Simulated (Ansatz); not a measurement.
# AlN: generalised stacking fault

These are results of DFT PBE, scalar-relativistic, plane waves, PAW in Ansatz, not measurements. Cutoff 420 eV, Γ-centred 8×8×2 k-points, Gaussian smearing of 0.05 eV. No spin polarisation. Energies are free energies at this smearing, counted from the undisturbed cell; pressure is positive in compression.

Reference structure (as given, not relaxed at this level; it stands at 4.9 GPa; this zinc-blende form isn't the usual structure):

```
Al N
1.0
     2.18399   -2.18399    0.00000
     2.18399    0.00000   -2.18399
     8.73597    8.73597    8.73597
Al N
6 6
Direct
  0.66667 0.66667 0.06247
  0.00000 0.00000 0.89580
  0.33333 0.33333 0.22913
  0.66667 0.66667 0.56247
  0.00000 0.00000 0.39580
  0.33333 0.33333 0.72913
  0.66667 0.66667 0.43747
  0.00000 0.00000 0.27080
  0.33333 0.33333 0.60413
  0.66667 0.66667 0.93747
  0.00000 0.00000 0.77080
  0.33333 0.33333 0.10413
```

The cut lies on the cell's a–b face, a (1 -1 1) plane (indices in the standard cell, whose axes needn't be the Cartesian ones shown) of area 8.26 Å², between layers 1.89 Å apart. Vector c is tilted by f times 1·a + 1·b (length 5.350 Å) with the atoms' Cartesian places fixed: one unrelaxed fault a cell.

| f | γ (mJ/m²) | shear traction, the slope of γ along the slip (GPa) | gap on the mesh (eV) |
| --- | --- | --- | --- |
| 0.0000 | 0 | 0.0 | 3.33 |
| 0.0833 | 455 | 21.2 | 3.08 |
| 0.1667 | 1837 | 38.1 | 2.83 |
| 0.2500 | 3486 | 30.9 | 2.60 |
| 0.3333 | 4224 | 0.0 | 2.50 |
| 0.4167 | 3594 | -24.0 | 2.68 |
| 0.5000 | 2512 | -20.6 | 3.02 |
| 0.5833 | 1936 | -5.3 | 3.26 |
| 0.6667 | 1879 | 0.0 | 3.36 |
| 0.7500 | 1713 | -8.9 | 3.27 |
| 0.8333 | 1091 | -17.5 | 3.09 |
| 0.9167 | 342 | -13.9 | 3.16 |